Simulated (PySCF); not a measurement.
## Shifts of the heteroatoms

Mapped SMILES: `[CH2:1]1[CH2:2][O:3][CH2:4][CH2:5][NH:6]1` (H(Xn): hydrogen on atom n).

Fast rotation and ring inversion assumed for equivalent nuclei, no relativistic terms, in vacuum, one conformer. PBE0-D3(BJ)/def2-TZVP geometry; σ from GIAO-B97-2/pcSseg-2; PySCF 2.14.

Problem. Predict the $^{15}$N NMR data.

Solution. 
| atoms | environment | σ (ppm) | δ (ppm) |
| --- | --- | --- | --- |
| N6 | amine nitrogen | 213.6 | -346.3 |

Shieldings were converted by a linear fit to measured shifts: $^{15}$N (scatter 6.4 ppm rms vs CH3NO2, solution or neat liquid). A few per cent of atoms miss by over 2 rms, more outside the fitted compound classes.

On a 600 MHz spectrometer $^{15}$N resonates near 60.8 MHz, so 1 ppm is 60.8 Hz.

Problem. What are the $^{17}$O shifts?

Solution. 
```csv
atoms,environment,σ (ppm),δ (ppm)
O3,ether oxygen,281.8,7.1
```

Shieldings were converted by a linear fit to measured shifts: $^{17}$O (scatter 12.2 ppm rms vs liquid water, solution or neat liquid). A few per cent of atoms miss by over 2 rms, more outside the fitted compound classes.

On a 400 MHz spectrometer $^{17}$O resonates near 54.2 MHz, so 1 ppm is 54.2 Hz.
